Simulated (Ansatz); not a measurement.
# SnSe2: the cost of one run

Program: Ansatz 0.2.0. Level of theory: DFT PBEsol, scalar-relativistic, plane waves, PAW. These are calculated values, not measurements.

The COD entry's cell or inner coordinates are ideal or old and differ from later refinements, so a difference from it is no clean test against experiment.

3 further runs of the same task are left out: 1 that didn't finish, 2 set aside as unsound or not needed.

### Step 1. The structure to begin with

It takes space group P-3m1 (No. 164, trigonal). Conventional cell: a = 3.819 Å, b = 3.819 Å, c = 6.146 Å, α = 90.00°, β = 90.00°, γ = 120.00°. Sn (site symmetry -3m) is surrounded by 6 Se at 2.72 Å. Se (site symmetry 3m) is surrounded by 3 Sn at 2.72 Å.

As a file:

```
Sn Se
1.0
     3.81892    0.00000    0.00000
    -1.90946    3.30728    0.00000
     0.00000    0.00000    6.14557
Sn Se
1 2
Cartesian
  0.0000 0.0000 0.0000
  0.0000 2.2049 1.5860
  1.9095 1.1024 4.5596
```

This cell was relaxed beforehand with the same method: volume 25.87 Å³/atom, gap on the mesh 0.48 eV.

The bulk reference comes from a run made before at the same settings: -5599.7403 eV/atom.

### Step 2. The (100) slab

Miller indices refer to the conventional cell of the relaxed bulk, P-3m1 (No. 164): a = 3.819 Å, b = 3.819 Å, c = 6.146 Å, α = 90.00°, β = 90.00°, γ = 120.00°.

The slab is a (100) slab, 12.1 Å thick as cut, with 15 Å of vacuum; its outer planes are Se (top) and Se (bottom).

The slab as cut. Layers, bottom to top:

```tsv
plane	atoms per cell	height over the lowest (Å)
1	Se	0.00
2	Sn	1.10
3	Se	2.20
4	Se	3.31
5	Sn	4.41
6	Se	5.51
7	Se	6.61
8	Sn	7.72
9	Se	8.82
10	Se	9.92
11	Sn	11.02
12	Se	12.13
```

### Step 3. The slab as cut, atoms at the bulk's places

The cell repeats along c, and a dipole correction in the vacuum removes the field between the copies.

The input, input.yaml:

```yaml
crystal:
  lattice:
    - [3.8189235643, 0.0, 0.0]
    - [0.0, 6.1455711339, 0.0]
    - [0.0, 0.0, 27.1267110133]
  atoms:
    - { symbol: Se, position: [0.0, 0.2580716049, 0.2764802558] }
    - { symbol: Sn, position: [0.5, 0.0, 0.3171202093] }
    - { symbol: Se, position: [0.0, 0.7419283951, 0.3577601628] }
    - { symbol: Se, position: [0.5, 0.2580716049, 0.3984001163] }
    - { symbol: Sn, position: [0.0, 0.0, 0.4390400698] }
    - { symbol: Se, position: [0.5, 0.7419283951, 0.4796800233] }
    - { symbol: Se, position: [0.0, 0.2580716049, 0.5203199767] }
    - { symbol: Sn, position: [0.5, 0.0, 0.5609599302] }
    - { symbol: Se, position: [0.0, 0.7419283951, 0.6015998837] }
    - { symbol: Se, position: [0.5, 0.2580716049, 0.6422398372] }
    - { symbol: Sn, position: [0.0, 0.0, 0.6828797907] }
    - { symbol: Se, position: [0.5, 0.7419283951, 0.7235197442] }
basis:
  ecutwfc: 420
kpoints:
  mp_grid: { grid: [9, 6, 1] }
hamiltonian:
  xc: pbesol
scf:
  occupations: { method: gaussian, width: 0.05 }
output:
  forces: true
  stress: true
  eigenvalues: true
  write_density: true
  write_potential: true
  elf: true
  volumetric_format: npy
efield:
  axis: 3
  dipole_correction: true
  ramp_width: 0.04
```

The run is started by

```bash
> ansatz run input.yaml --threads 1 --pin off --max-ram 2560MiB --backend cpu --events-out ev --progress --plain --runs-dir out
```

Q: Estimate wall time and peak memory on 1 thread of Intel Xeon at 2.70GHz, shared host.

About 3.6 min, with a peak of 1.4 GiB.
